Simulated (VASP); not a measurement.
Input of a VASP 6.6.1 run:

INCAR

```
SYSTEM = Zn
  PREC = Accurate
  ENCUT = 520
  EDIFF = 1E-6
  ISMEAR = -1
  SIGMA = 0.05
  LREAL = .False.
  LASPH = .True.
  NELM = 100
  ALGO = Normal
  ISIF = 2
  LWAVE = .False.
  LCHARG = .False.
  LDIPOL = .True.
  IDIPOL = 3
  DIPOL = 0.5 0.5 0.500
  GGA = RP
  IVDW = 13
  IBRION = 2
  NSW = 60
  EDIFFG = -0.005
```

The input KPOINTS:

```
Automatic mesh
0
Gamma
  8 8 1
  0 0 0
```

File POSCAR:

```
Zn
1.0
    2.6647980532      0.0000000000      0.0000000000
   -1.3323990266      2.3077828100      0.0000000000
    0.0000000000      0.0000000000     29.8401000000
Zn
7
Selective dynamics
Direct
    0.6666666667      0.3333333334      0.2513396403  F F F
    0.3333333333      0.6666666666      0.3342264269  F F F
    0.6666666667      0.3333333334      0.4171132134  F F F
    0.3333333333      0.6666666666      0.5000000000  T T T
    0.6666666667      0.3333333334      0.5828867866  T T T
    0.3333333333      0.6666666666      0.6657735731  T T T
    0.6666666667      0.3333333334      0.7486603597  T T T
```

Potentials or basis: VASP PAW PBE potentials, release 64 (Zn).

Command:

```sh
$ cat potpaw_PBE.64/Zn/POTCAR > POTCAR
$ mpirun -np 1 vasp_std > vasp.out
```

Problem. Estimate the dispersion energy per atom.

Solution. -0.609 eV.

Problem. Predict the energy gained by relaxing.

Solution. 14.3 meV/atom.

Problem. Predict the band gap on the k mesh.

Solution. None (metal or under the smearing width).

Final structure:
```
CELL_PARAMETERS angstrom
2.66480 0.00000 0.00000
-1.33240 2.30778 0.00000
0.00000 0.00000 29.84010
ATOMIC_POSITIONS crystal
Zn 0.66667 0.33333 0.25134
Zn 0.33333 0.66667 0.33423
Zn 0.66667 0.33333 0.41711
Zn 0.33333 0.66667 0.49229
Zn 0.66667 0.33333 0.56720
Zn 0.33333 0.66667 0.64266
Zn 0.66667 0.33333 0.72485
```
